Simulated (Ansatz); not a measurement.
**BaTiO3: ¹⁷O NMR of the central transition**

Cell: a refined structure from the COD, whose atoms a relaxation with PBE at fixed cell left in place.

```
CELL_PARAMETERS angstrom
4.00600 0.00000 0.00000
0.00000 4.00600 0.00000
0.00000 0.00000 4.00600
ATOMIC_POSITIONS crystal
Ba 0.50000 0.50000 0.50000
Ti 0.00000 0.00000 0.00000
O 0.50000 0.00000 0.00000
O 0.00000 0.50000 0.00000
O 0.00000 0.00000 0.50000
```

Sites (sets of like atoms) are named by element and the number of their first atom in this list.

The numbers come from a DFT calculation in Ansatz (PBE, plane waves and PAW, scalar-relativistic, 420 eV cutoff, Γ-centred 8×8×8 k-points, Fermi–Dirac smearing 0.02 eV).

¹⁷O has I = 5/2 and Q = -25.58 mb (Pyykkö 2018); at 14.1 T its Larmor frequency is ν₀ = 81.4 MHz. Only the quadrupole interaction is simulated: positions count from each site's isotropic chemical shift, and J coupling is left out, as are shift anisotropy and dipolar coupling, which fast spinning averages.

**Question.** Simulate the second-order pattern (fast magic-angle spinning, Gaussian broadening 0.01 kHz) of site O (2 Ti at 2.00 Å, angle 180°; also 4 Ba at 2.83 Å).

**Answer.** The calculation gives C_Q = -1.61 MHz and η = 0.00, so ν_Q = 0.241 MHz and the centre of gravity lies at -2.33 ppm (-0.190 kHz).

(offset (kHz), height): (-0.4954, 0), (-0.4838, 0), (-0.4721, 3), (-0.4605, 4), (-0.4489, 4), (-0.4372, 4), (-0.4256, 5), (-0.4140, 5), (-0.4023, 5), (-0.3907, 5), (-0.3791, 5), (-0.3674, 5), (-0.3558, 5), (-0.3441, 5), (-0.3325, 6), (-0.3209, 6), (-0.3092, 8), (-0.2976, 68), (-0.2860, 69), (-0.2743, 47), (-0.2627, 40), (-0.2510, 36), (-0.2394, 34), (-0.2278, 32), (-0.2161, 32), (-0.2045, 31), (-0.1929, 31), (-0.1812, 31), (-0.1696, 32), (-0.1580, 33), (-0.1463, 34), (-0.1347, 36), (-0.1230, 38), (-0.1114, 42), (-0.0998, 49), (-0.0881, 61), (-0.0765, 100), (-0.0649, 66), (-0.0532, 1), (-0.0416, 0)

An axis of threefold or higher order runs through O, so V_zz lies along it and η is zero.

This high-symmetry form of BaTiO3 is unstable when cold, to polar off-centring of Ti. The symmetry of the cell holds that distortion back, wholly or in part, and it would change the field gradients, the more the larger the distortion.

The relaxation (1 step) took 7.7 s of wall time (7.6 s of CPU time) and 0.45 GiB at its peak, on 1 thread of Arm Neoverse V1 (aarch64; 8 cores open to the job, memory cap 3.0 GiB, no GPU), a shared host with a load of 0.5 a core.
